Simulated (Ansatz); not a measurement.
Level of theory: DFT PBE, scalar-relativistic, plane waves, PAW in Ansatz 0.2.0.

Cutoff 420 eV; k points 14×14×10 on the computed 2-atom cell (Γ-centred); Gaussian smearing, width 0.10 eV; no spin polarisation.

Structure with the computed forces (eV/Å) in the last three columns:

```xyz
2
Lattice="2.8225 0.0046 -0.0433 0.0046 2.7129 0.0192 -0.0568 0.0251 3.5129" Properties=species:S:1:pos:R:3:forces:R:3 pbc="T T T" pressure_GPa=22.08
Cu    1.3485    1.4174    1.7441    0.4630   -0.5080    0.1540
Au    0.0367   -0.0461    0.0003   -0.4630    0.5080   -0.1540
```

Stress tensor (GPa, compression positive):

```
19.87 -1.13  3.60
-1.13 23.93 -1.61
 3.60 -1.61 22.46
```

Spin–orbit coupling is left out, which can shift energies with elements as heavy as these.